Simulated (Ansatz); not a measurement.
## BP (F-43m), a film clamped to a substrate

Computed with Ansatz, DFT PBE, scalar-relativistic, plane waves, PAW. The runs took a 420 eV cutoff, a Γ-centred 10×10×10 mesh and Gaussian smearing (0.05 eV). No spin polarisation. Energies are free energies at this smearing, counted from the undisturbed cell; pressure is positive in compression.

The starting cell (relaxed at this level):

```
B P
1.0
     0.00000    2.27415    2.27415
     2.27415    0.00000    2.27415
     2.27415    2.27415    0.00000
B P
1 1
Direct
  0.00000 0.00000 0.00000
  0.75000 0.75000 0.75000
```

The cell (2 atoms, V0 = 23.52 Å³) is strained by p along both x and y and by q along z, fractional coordinates fixed. τp = (1/V0) ∂E/∂p = (σxx + σyy)(1 + p)(1 + q) and τq = (1/V0) ∂E/∂q = σzz(1 + p)², with tension positive.

```csv
p,q,ΔE (meV/atom),τp (GPa),τq (GPa)
0.000,0.000,0.00,-0.03,-0.02
-0.015,0.000,7.06,-13.00,-2.32
0.015,0.000,6.58,11.79,2.08
0.000,-0.015,2.85,-2.37,-5.19
0.000,0.015,2.75,2.03,4.99
```

**Question.** Get the second derivatives of the energy density.

**Answer.** Central differences give A = ∂τp/∂p = 826 GPa (C11 + C22 + 2 C12), C = ∂τq/∂q = 339 GPa (C33) and the cross term B = ∂τq/∂p = 147 GPa (C13 + C23); ∂τp/∂q = 147 GPa must equal B, and any difference shows higher-order terms. The ions are clamped. In a cubic crystal C11 = C = 339, C12 = B/2 = 73 GPa and A should be 2(C11 + C12) = 826 GPa; the bulk modulus is (C11 + 2 C12)/3 = 162 GPa.

**Question.** A film of this crystal grows with z along the normal on a substrate that imposes p. How does its thickness respond, and what does the misfit cost?

**Answer.** Count p and q from the stress-free cell. A free surface needs τq = 0, so q = −(B/C) p = -0.43 p. The energy density left is (A − B²/C) p²/2 = M p², with the biaxial modulus M = 381 GPa; a misfit of 1 % costs 2.80 meV/atom, against 3.03 meV/atom if the thickness were held.

At p = 0.030 the energies along q are 27.1 (q = -0.030), 23.7 (q = -0.015), 25.6 (q = 0.000), 32.4 (q = 0.015), 44.2 (q = 0.030) meV/atom.

**Question.** Does the linear rule hold at this misfit?

**Answer.** A parabola through the lowest point and its neighbours has its minimum at q = -0.013, 23.7 meV/atom. With the stress left in the starting cell, τp0 and τq0, linear elasticity gives q = −(τq0 + Bp)/C = -0.013 and E = V0(τp0 p + τq0 q + Ap²/2 + Bpq + Cq²/2)/N = 25.1 meV/atom. The two agree within a tenth in energy.

BP resists a change of bond angle firmly for a zinc-blende crystal, though still much less than a change of bond length, as expected for short, strongly directional sp³ bonds between atoms of similar electronegativity. C12 is therefore small beside C11, the film thins only modestly under in-plane tension, and freeing its thickness recovers little of the misfit energy. Clamping the ions costs nothing here: under these axial strains both sublattices stay on sites whose symmetry forbids an internal displacement, so the constants equal the relaxed-ion ones.

The linear rule places the thickness well at p = 0.030 but overestimates the energy, 25.1 against 23.7 meV/atom. The residual stress is too small to account for this; the cause is anharmonicity, since bonds soften when stretched and stiffen when compressed, as the unequal energies at p = ±0.015 already show. A film under compressive misfit would thus probably cost more than the linear estimate. Whether a real film stays coherent is a separate matter, depending on its thickness and the energy of misfit dislocations.
